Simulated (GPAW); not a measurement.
Runs of GPAW 26.7.0 on MgS (Niningerite). It takes space group Fm-3m (No. 225, cubic). The conventional cell has a = 5.203 Å, b = 5.203 Å, c = 5.203 Å, α = 90.00°, β = 90.00°, γ = 90.00°. Around S (site symmetry m-3m) lie 6 Mg at 2.60 Å. Around Mg (site symmetry m-3m) lie 6 S at 2.60 Å. 

```tsv
task	level	k mesh	cutoff (eV)	maxiter	band path	band points	ranks	eigensolver	mesh quality	gap on the mesh (eV)	pressure (GPa)
band structure	SCAN	7 × 7 × 7	800	150	GXWKGLUWLK,UX	60	-	-	not flagged	(b)	-0.2
single point	PBE0	6 × 6 × 6	600	60	-	-	8	-	not flagged	4.53	-
single point	HSE06	3 × 3 × 3	600	60	-	-	-	-	coarse	4.91	-
band structure	TPSS	7 × 7 × 7	800	150	GXWKGLUWLK,UX	80	-	davidson	not flagged	3.32	(a)
```

Alike in all rows: potentials or basis GPAW PAW data sets (gpaw-data 1.2.1), pw; no spin polarisation; cell as given; smearing fermi-dirac 0.05 eV.

Problem. Fill in the values left out.

Solution. (a) 0.8; (b) 3.69.

Caveats: some runs use coarse meshes; the PAW data sets were made with another functional, which shifts forces and pressure a little; the mesh misses the band edges, which the band path finds closer together (some runs); exact exchange converges slowly with the k mesh, and this mesh is small (some runs); an odd mesh through Γ misses points on the zone boundary, where band edges often lie (some runs).

Runs at the PBE level aren't shown here.
